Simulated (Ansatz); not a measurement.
What does this script print? It uses Ansatz 0.2.0, Python API.

`partial.py`
```python
import itertools
import sys

import ansatz as az
import numpy as np

SETTINGS = {
    "ecut": 450,
    "occupations": "fixed",
}

cell = (
    az.Lattice.fcc(6.463998)
    .space_group(216)
    .atom("Mg", (0.0, 0.0, 0.0))
    .atom("Te", (0.25, 0.25, 0.25))
    .primitive()
)

model = cell.calculation()
model = model.functional(az.Functional.PBESOL)
model = model.pseudopotentials("paw").basis(SETTINGS["ecut"])
model = model.kpoints(5, center="gamma")
model = model.occupations(SETTINGS["occupations"]).band_densities([("v2", "v1"), ("c1", "c2")])
try:
    res = model.run()
except az.NonConvergedError as error:
    sys.exit(f"no convergence: {error}")
except az.RefusalError as error:
    sys.exit(f"input refused: {error}")
data = res.report
cell = np.asarray(res.lattice.cell_ang)
for names, window in zip([("v2", "v1"), ("c1", "c2")], res.band_densities().windows):
    density = window.outcome.density
    rho = density.channels[0].density_e_per_ang3
    axes = density.fft_grid_basis @ cell
    points = np.stack(np.meshgrid(*(np.arange(n) / n for n in rho.shape), indexing="ij"), axis=-1)
    print("bands", names, "electrons", np.round(window.outcome.n_electrons, 3), "peak", round(float(rho.max()), 3), "e/A^3")
    for index, site in enumerate(res.lattice.sites):
        offset = points - np.asarray(site.position_ang) @ np.linalg.inv(axes)
        offset -= np.round(offset)
        distance = np.min([np.linalg.norm((offset + image) @ axes, axis=-1) for image in itertools.product((-1, 0, 1), repeat=3)], axis=0)
        print(f"   {index} {site.symbol:2s} {100 * rho[distance < 1.0].sum() / rho.sum():5.1f} % within 1.0 A")
```

```console
$ python partial.py
bands ('v2', 'v1') electrons [4.] peak 0.251 e/A^3
   0 Mg   2.9 % within 1.0 A
   1 Te  19.9 % within 1.0 A
bands ('c1', 'c2') electrons [4.] peak 0.188 e/A^3
   0 Mg   8.7 % within 1.0 A
   1 Te   8.7 % within 1.0 A
```

What to keep in mind:
- This cell is a computed structure, which may not be the phase found in nature.
- The windows are summed over all k-points with every state counted as full, the empty ones too; where a window cuts a degenerate level its bands share the weight. Values near the nuclei depend on the potentials. Spheres that overlap count density twice, so shares are no populations.
- The whole script took 2.8 s on 1 thread of Intel(R) Xeon(R) Platinum 8259CL CPU @ 2.50GHz (Skylake/Cascade Lake), on a shared host, peak memory 0.38 GiB.

(Lines on the test bed's own set-up are left out of the output.)
